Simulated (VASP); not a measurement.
# P (Im-3m) in VASP: a series of runs

Runs on P. Level: LDA. Tasks: single point.

All numbers are computed with VASP 6.6.1; they aren't measurements. Logs are shortened: lines on timing, memory, paths and dates and some standing lists are left out, and cuts for length are marked.

**1. Starting point**

It takes space group Im-3m (No. 229, cubic). The conventional cell has a = 3.007 Å, b = 3.007 Å, c = 3.007 Å, α = 90.00°, β = 90.00°, γ = 90.00°. P (site symmetry m-3m) has 8 P at 2.60 Å as nearest neighbours.

This isn't the form of P at room conditions, which is orthorhombic.

**2. Single point, LDA**

Input file INCAR:

```
  PREC = Accurate
  ENCUT = 520
  EDIFF = 1E-6
  ISMEAR = -1
  SIGMA = 0.1
  LREAL = False
  LASPH = True
  NELM = 60
  ALGO = Normal
  ISIF = 2
  LWAVE = False
  LCHARG = False
  GGA = CA
  NBANDS = 8
```

Input file KPOINTS:

```
regular mesh
0
Gamma
  24 24 24
```

Input file POSCAR:

```
P
1.0
   -1.5034118968      1.5034118968      1.5034118968
    1.5034118968     -1.5034118968      1.5034118968
    1.5034118968      1.5034118968     -1.5034118968
P
1
Direct
    0.0000000000      0.0000000000      0.0000000000
```

Potentials or basis: VASP PAW LDA potentials, release 64 (P).

Launch:

```bash
$ cat potpaw_LDA.64/P/POTCAR > POTCAR
$ mpirun -np 1 vasp_std > vasp.out
```

OUTCAR:

```text
PREC = Accurate
   ENCUT = 520
   EDIFF = 1E-6
   ISMEAR = -1
   LREAL = False
   LASPH = True
   NELM = 60
   ISIF = 2
   GGA = CA

 ion  position               nearest neighbor table
   1  0.000  0.000  0.000-

  LATTYP: Found a body centered cubic cell.
 ALAT       =     3.0068237936

  Lattice vectors:

 A1 = (  -1.5034118968,   1.5034118968,   1.5034118968)
 A2 = (   1.5034118968,  -1.5034118968,   1.5034118968)
 A3 = (   1.5034118968,   1.5034118968,  -1.5034118968)

Analysis of symmetry for initial positions (statically):
=====================================================================
 Subroutine PRICEL returns:
 Original cell was already a primitive cell.

 Routine SETGRP: Setting up the symmetry group for a
 body centered cubic supercell.

 Subroutine GETGRP returns: Found 48 space group operations
 (whereof 48 operations were pure point group operations)
 out of a pool of 48 trial point group operations.

The static configuration has the point symmetry O_h .

Analysis of symmetry for dynamics (positions and initial velocities):
=====================================================================
 Subroutine PRICEL returns:
 Original cell was already a primitive cell.

 Routine SETGRP: Setting up the symmetry group for a
 body centered cubic supercell.

 Subroutine GETGRP returns: Found 48 space group operations
 (whereof 48 operations were pure point group operations)
 out of a pool of 48 trial point group operations.

The dynamic configuration has the point symmetry O_h .

 Subroutine INISYM returns: Found 48 space group operations
 (whereof 48 operations are pure point group operations),
 and found     1 'primitive' translations

----------------------------------------------------------------------------------------

                                     Primitive cell

  volume of cell :      13.5923

  direct lattice vectors                    reciprocal lattice vectors
    -1.503411897  1.503411897  1.503411897     0.000000000  0.332576855  0.332576855
     1.503411897 -1.503411897  1.503411897     0.332576855  0.000000000  0.332576855
     1.503411897  1.503411897 -1.503411897     0.332576855  0.332576855  0.000000000

  length of vectors
     2.603985790  2.603985790  2.603985790     0.470334698  0.470334698  0.470334698

  position of ions in fractional coordinates (direct lattice)
     0.000000000  0.000000000  0.000000000

  ion indices of the primitive-cell ions
   primitive index   ion index
                 1           1

----------------------------------------------------------------------------------------

 KPOINTS: regular mesh

Automatic generation of k-mesh.
 Grid dimensions read from file:
 generate k-points for:   24   24   24

 Generating k-lattice:

  Cartesian coordinates                     Fractional coordinates (reciprocal lattice)
     0.000000000  0.013857369  0.013857369     0.041666667  0.000000000  0.000000000
     0.013857369  0.000000000  0.013857369     0.000000000  0.041666667  0.000000000
     0.013857369  0.013857369  0.000000000     0.000000000  0.000000000  0.041666667

  Length of vectors
     0.019597279  0.019597279  0.019597279

  Shift w.r.t. Gamma in fractional coordinates (k-lattice)
     0.000000000  0.000000000  0.000000000

 Subroutine IBZKPT returns following result:
 ===========================================

 Found    413 irreducible k-points:

 Following reciprocal coordinates:
            Coordinates               Weight
  0.000000  0.000000  0.000000      1.000000
  0.041667  0.000000  0.000000     12.000000
  0.083333  0.000000  0.000000     12.000000
  0.125000  0.000000  0.000000     12.000000
  0.166667  0.000000  0.000000     12.000000
  0.208333  0.000000  0.000000     12.000000
[... 16 lines left out ...]
  0.416667  0.041667  0.000000     48.000000
  0.458333  0.041667  0.000000     48.000000
 [... further k-points ...]
   k-points           NKPTS =    413   k-points in BZ     NKDIM =    413   number of bands    NBANDS=      8
   number of dos      NEDOS =    301   number of ions     NIONS =      1
   total plane-waves  NPLWV =   8000
   dimension x,y,z NGX =    20 NGY =   20 NGZ =   20
   dimension x,y,z NGXF=    40 NGYF=   40 NGZF=   40
   ions per type =               1
   NGX,Y,Z   is equivalent  to a cutoff of  12.77, 12.77, 12.77 a.u.
   NGXF,Y,Z  is equivalent  to a cutoff of  25.54, 25.54, 25.54 a.u.
 SYSTEM =  unknown system
   PREC   = accura    normal or accurate (medium, high low for compatibility)
   ISTART =      0    job   : 0-new  1-cont  2-samecut
   ICHARG =      2    charge: 1-file 2-atom 10-const
   ISPIN  =      1    spin polarized calculation?
   LNONCOLLINEAR =      F non collinear calculations
   LSORBIT =      F    spin-orbit coupling
   LASPH  =      T    aspherical Exc in radial PAW
   ENCUT  =  520.0 eV  38.22 Ry    6.18 a.u.   4.84  4.84  4.84*2*pi/ulx,y,z
   NELM   =     60;   NELMIN=  2; NELMDL= -5     # of ELM steps
   EDIFF  = 0.1E-05   stopping-criterion for ELM
   LREAL  =      F    real-space projection
   EDIFFG = 0.1E-04   stopping-criterion for IOM
   NSW    =      0    number of steps for IOM
   IBRION =     -1    ionic relax: 0-MD 1-quasi-New 2-CG
   NFREE  =      0    steps in history (QN), initial steepest desc. (CG)
   ISIF   =      2    stress and relaxation
   ISYM   =      2    0-nonsym 1-usesym 2-fastsym
   POTIM  = 0.5000    time-step for ionic-motion
   TEBEG  =    0.0;   TEEND  =   0.0 temperature during run
   PSTRESS=    0.0 pullay stress
   NELECT =       5.0000    total number of electrons
   NUPDOWN=      -1.0000    fix difference up-down
   EMIN   =  10.00;   EMAX   =-10.00  energy-range for DOS
   EFERMI =   0.00;   METHOD = LEGACY
   ISMEAR =    -1;   SIGMA  =   0.10  broadening in eV -4-tet -1-fermi 0-gaus
   EFERMI_NEDOS =   21; number of points for ismear=-14 and -15
   IALGO  =     38    algorithm
   IMIX   =      4    mixing-type and parameters
     AMIX     =   0.40;   BMIX     =  1.00
     AMIX_MAG =   1.60;   BMIX_MAG =  1.00
  volume/ion in A,a.u.               =      13.59        91.73
  Fermi-wavevector in a.u.,A,eV,Ry     =   1.173006  2.216660 18.720838  1.375943
  Thomas-Fermi vector in A             =   2.309426
   LORBIT       =      0    0 simple, 1 ext, 2 COOP (PROOUT), +10 PAW based schemes
   GGA     = CA    functional components
   LHFCALC =     F    Hartree Fock is set to
   AEXX    =    0.0000 exact exchange contribution
   IVDW    =     0    specifies the selected vdW correction
   LEPSILON=     F    determine dielectric tensor
   LRPA    =     F    only Hartree local field effects (RPA)
 non-spin polarized calculation
  energy-cutoff  :      520.00
  volume of cell :       13.59
 maximum number of plane-waves:       380
   NGX =  9   NGY =  9   NGZ =  9

 number of electron       4.9999999 magnetization

 Free energy of the ion-electron system (eV)
  ---------------------------------------------------
  ext. energy  EPLUGINS =         0.00000000
  ---------------------------------------------------
  free energy    TOTEN  =        -5.48497912 eV

  energy without entropy =       -5.46966782  energy(sigma->0) =       -5.47732347

 E-fermi :  10.6123     XC(G=0): -11.8354

 val. band max:       10.6005890445   @ k =   0.5000   0.5000   0.3333
 cond. band min:      10.6434934807   @ k =   0.3333   0.1250   0.0417
 fundamental gap:      0.0429044362
 Fermi energy:        10.6122671226

 k-point     1 :       0.0000    0.0000    0.0000
  band No.  band energies     occupation
      1      -6.2539      2.00000
      2      18.1494      0.00000
      3      18.1494      0.00000
      4      18.1494      0.00000
      5      22.7699      0.00000
      6      22.7699      0.00000
      7      22.7699      0.00000
      8      26.8046      0.00000

 k-point     2 :       0.0417    0.0000    0.0000
  band No.  band energies     occupation
      1      -6.1999      2.00000
      2      17.7650      0.00000
      3      17.9201      0.00000
      4      18.1123      0.00000
      5      22.6062      0.00000
      6      22.8659      0.00000
      7      23.0935      0.00000
      8      26.3872      0.00000

 k-point     3 :       0.0833    0.0000    0.0000
  band No.  band energies     occupation
      1      -6.0379      2.00000
      2      16.7628      0.00000
      3      17.3699      0.00000
      4      18.0034      0.00000
      5      22.1724      0.00000
      6      22.9499      0.00000
      7      23.9260      0.00000
      8      25.7563      0.00000

 k-point     4 :       0.1250    0.0000    0.0000
  band No.  band energies     occupation
      1      -5.7683      2.00000
      2      15.3917      0.00000
      3      16.7013      0.00000
      4      17.8297      0.00000
      5      21.5843      0.00000
      6      22.6842      0.00000
      7      25.0632      0.00000
      8      25.5679      0.00000

 k-point     5 :       0.1667    0.0000    0.0000
  band No.  band energies     occupation
      1      -5.3917      2.00000
      2      13.8270      0.00000
      3      16.0255      0.00000
      4      17.6043      0.00000
      5      20.9414      0.00000
      6      22.1038      0.00000
      7      25.8400      0.00000
      8      26.3904      0.00000

 k-point     6 :       0.2083    0.0000    0.0000
  band No.  band energies     occupation
      1      -4.9091      2.00000
      2      12.1768      0.00000
      3      15.3927      0.00000
      4      17.3452      0.00000
      5      20.3078      0.00000
      6      21.4472      0.00000
      7      26.3384      0.00000
      8      26.6403      0.00000

 k-point     7 :       0.2500    0.0000    0.0000
  band No.  band energies     occupation
      1      -4.3220      2.00000
      2      10.5078      1.47943
      3      14.8260      0.00000
      4      17.0734      0.00000
      5      19.7211      0.00000
      6      20.8299      0.00000
      7      26.9280      0.00000
      8      26.9470      0.00000

 k-point     8 :       0.2917    0.0000    0.0000
  band No.  band energies     occupation
      1      -3.6323      2.00000
      2       8.8625      2.00000
      3      14.3370      0.00000
      4      16.8091      0.00000
      5      19.2034      0.00000
      6      20.2897      0.00000
      7      27.3560      0.00000
      8      27.6238      0.00000

 k-point     9 :       0.3333    0.0000    0.0000
  band No.  band energies     occupation
      1      -2.8437      2.00000
      2       7.2694      2.00000
      3      13.9319      0.00000
      4      16.5703      0.00000
      5      18.7682      0.00000
      6      19.8402      0.00000
      7      27.9122      0.00000
      8      28.3443      0.00000

 k-point    10 :       0.3750    0.0000    0.0000
  band No.  band energies     occupation
      1      -1.9630      2.00000
      2       5.7508      2.00000
      3      13.6144      0.00000
      4      16.3710      0.00000
      5      18.4235      0.00000
      6      19.4871      0.00000
      7      28.5788      0.00000
      8      29.0762      0.00000
[... 78 lines left out ...]
 k-point    18 :       0.2083    0.0417    0.0000
  band No.  band energies     occupation
      1      -4.5885      2.00000
      2      11.3571      0.00116
      3      14.8637      0.00000
      4      16.8715      0.00000
      5      20.3225      0.00000
      6      21.3709      0.00000
      7      25.9263      0.00000
      8      27.4787      0.00000

 k-point    19 :       0.2500    0.0417    0.0000
  band No.  band energies     occupation
      1      -3.9499      2.00000
      2       9.7054      1.99977
      3      14.3174      0.00000
      4      16.5546      0.00000
      5      19.8218      0.00000
      6      20.8339      0.00000
      7      26.3852      0.00000
      8      28.0410      0.00000

 k-point    20 :       0.2917    0.0417    0.0000
  band No.  band energies     occupation
      1      -3.2105      2.00000
      2       8.0885      2.00000
      3      13.8581      0.00000
      4      16.2585      0.00000
      5      19.3874      0.00000
      6      20.3748      0.00000
      7      26.9354      0.00000
      8      28.6791      0.00000

 k-point    21 :       0.3333    0.0417    0.0000
  band No.  band energies     occupation
      1      -2.3749      2.00000
      2       6.5331      2.00000
      3      13.4884      0.00000
      4      16.0020      0.00000
      5      19.0298      0.00000
      6      20.0023      0.00000
      7      27.5809      0.00000
      8      29.3525      0.00000

 k-point    22 :       0.3750    0.0417    0.0000
  band No.  band energies     occupation
      1      -1.4536      2.00000
      2       5.0629      2.00000
      3      13.2099      0.00000
      4      15.7988      0.00000
      5      18.7563      0.00000
      6      19.7205      0.00000
      7      28.3112      0.00000
      8      29.9877      0.00000

 k-point    23 :       0.4167    0.0417    0.0000
  band No.  band energies     occupation
      1      -0.4772      2.00000
      2       3.7168      2.00000
      3      13.0238      0.00000
      4      15.6585      0.00000
      5      18.5715      0.00000
      6      19.5315      0.00000
      7      29.0958      0.00000
      8      30.4275      0.00000

 k-point    24 :       0.4583    0.0417    0.0000
  band No.  band energies     occupation
      1       0.4008      2.00000
      2       2.6528      2.00000
      3      12.9306      0.00000
      4      15.5869      0.00000
      5      18.4785      0.00000
      6      19.4367      0.00000
      7      29.8557      0.00000
      8      30.4034      0.00000

 [... further k-points ...]

------------------------ aborting loop because EDIFF is reached ----------------------------------------

  FORCE on cell =-STRESS in cart. coord.  units (eV):
  Direction    XX          YY          ZZ          XY          YZ          ZX
  --------------------------------------------------------------------------------------
  -------------------------------------------------------------------------------------
  Total       -0.0185469     -0.0185469     -0.0185469      0.0000000     -0.0000000      0.0000000
  in kB       -2.1861879     -2.1861879     -2.1861879      0.0000000     -0.0000000      0.0000000
  external PRESSURE =      -2.1861879 kB  Pullay stress =       0.0000000 kB

 VOLUME and BASIS-vectors are now :
 -----------------------------------------------------------------------------
  energy-cutoff  :      520.00
  volume of cell :       13.59
      direct lattice vectors                 reciprocal lattice vectors
    -1.503411897  1.503411897  1.503411897     0.000000000  0.332576855  0.332576855
     1.503411897 -1.503411897  1.503411897     0.332576855  0.000000000  0.332576855
     1.503411897  1.503411897 -1.503411897     0.332576855  0.332576855  0.000000000

 POSITION                                       TOTAL-FORCE (eV/Angst)
 -----------------------------------------------------------------------------------
      0.00000      0.00000      0.00000        -0.000000     -0.000000     -0.000000
 -----------------------------------------------------------------------------------
    total drift:                                0.000000      0.000000     -0.000000

  FREE ENERGIE OF THE ION-ELECTRON SYSTEM (eV)
  ---------------------------------------------------
  free  energy   TOTEN  =        -5.4849791241 eV

  energy  without entropy=       -5.4696678225  energy(sigma->0) =       -5.47732347
```

It took 16 s on 1 thread of Intel Xeon Platinum 8488C (Sapphire Rapids), shared host; peak memory 0.14 GiB.

What came out:

| Item | Value |
| --- | --- |
| Free energy | -5.4850 eV |
| Pressure | -0.2 GPa |
| Band gap on the k mesh | none (metal or under the smearing width) |

**3. Single point, LDA**

This run uses another cell than the first one, of 14.68 Å³/atom, 1.080 times its volume.

Input file INCAR:

```
ALGO     = Normal         # electronic algorithm
EDIFF    = 1E-6           # SCF threshold, eV
ENCUT    = 520            # plane-wave cutoff, eV
ISIF     = 2              # what is computed and relaxed
ISMEAR   = -1             # smearing method
LASPH    = True           # aspherical terms in the spheres
LCHARG   = False          # write CHGCAR
LREAL    = False          # projectors in reciprocal space
LWAVE    = False          # write WAVECAR
NBANDS   = 8              # bands
NELM     = 100            # most SCF steps
PREC     = Accurate       # precision mode
SIGMA    = 0.1            # smearing width, eV
```

Input file KPOINTS:

```
k-points
0
Gamma
  16 16 16
```

Input file POSCAR:

```
P
1.0
   -1.5424789088      1.5424789088      1.5424789088
    1.5424789088     -1.5424789088      1.5424789088
    1.5424789088      1.5424789088     -1.5424789088
P
1
Direct
    0.0000000000      0.0000000000      0.0000000000
```

Potentials or basis: VASP PAW LDA potentials, release 64 (P).

Launch:

```bash
$ cat potpaw_LDA.64/P/POTCAR > POTCAR
$ mpirun -np 1 vasp_std > vasp.out
```

OUTCAR:

```text
EDIFF = 1E-6
   ENCUT = 520
   ISIF = 2
   ISMEAR = -1
   LASPH = True
   LREAL = False
   NELM = 100
   PREC = Accurate

 ion  position               nearest neighbor table
   1  0.000  0.000  0.000-

  LATTYP: Found a body centered cubic cell.
 ALAT       =     3.0849578176

  Lattice vectors:

 A1 = (  -1.5424789088,   1.5424789088,   1.5424789088)
 A2 = (   1.5424789088,  -1.5424789088,   1.5424789088)
[... 442 lines left out ...]
      7      25.2542      0.00000
      8      27.2242      0.00000

 [... further k-points ...]

------------------------ aborting loop because EDIFF is reached ----------------------------------------

  FORCE on cell =-STRESS in cart. coord.  units (eV):
  Direction    XX          YY          ZZ          XY          YZ          ZX
  --------------------------------------------------------------------------------------
  -------------------------------------------------------------------------------------
  Total       -0.6822824     -0.6822824     -0.6822824      0.0000000     -0.0000000      0.0000000
  in kB      -74.4658329    -74.4658329    -74.4658329      0.0000000     -0.0000000      0.0000000
  external PRESSURE =     -74.4658329 kB  Pullay stress =       0.0000000 kB

 VOLUME and BASIS-vectors are now :
 -----------------------------------------------------------------------------
  energy-cutoff  :      520.00
  volume of cell :       14.68
      direct lattice vectors                 reciprocal lattice vectors
    -1.542478909  1.542478909  1.542478909     0.000000000  0.324153541  0.324153541
     1.542478909 -1.542478909  1.542478909     0.324153541  0.000000000  0.324153541
     1.542478909  1.542478909 -1.542478909     0.324153541  0.324153541  0.000000000

 POSITION                                       TOTAL-FORCE (eV/Angst)
 -----------------------------------------------------------------------------------
      0.00000      0.00000      0.00000        -0.000000     -0.000000     -0.000000
 -----------------------------------------------------------------------------------
    total drift:                                0.000000      0.000000     -0.000000

  FREE ENERGIE OF THE ION-ELECTRON SYSTEM (eV)
  ---------------------------------------------------
  free  energy   TOTEN  =        -5.4556138800 eV

  energy  without entropy=       -5.4384178757  energy(sigma->0) =       -5.44701588
```

Wall time 6.8 s (1 thread of Intel Xeon Platinum 8488C (Sapphire Rapids), shared host); peak memory 0.12 GiB.

Results:

| Quantity | Value |
| --- | --- |
| Free energy | -5.4556 eV |
| Pressure | -7.4 GPa |
| Band gap on the k mesh | none (metal or under the smearing width) |

Levels at points of the mesh, in eV from the Fermi level:
| k point | band 1 | band 2 | band 3 | band 4 | band 5 | band 6 |
| --- | --- | --- | --- | --- | --- | --- |
| (0.00, 0.00, 0.00) | -16.03 | 6.82 | 6.82 | 6.82 | 11.98 | 11.98 |
| (0.50, 0.00, 0.00) | -9.82 | -7.57 | 2.35 | 5.07 | 7.47 | 8.13 |
| (0.50, 0.50, 0.50) | -4.39 | -2.49 | -2.49 | -2.49 | 2.61 | 2.61 |
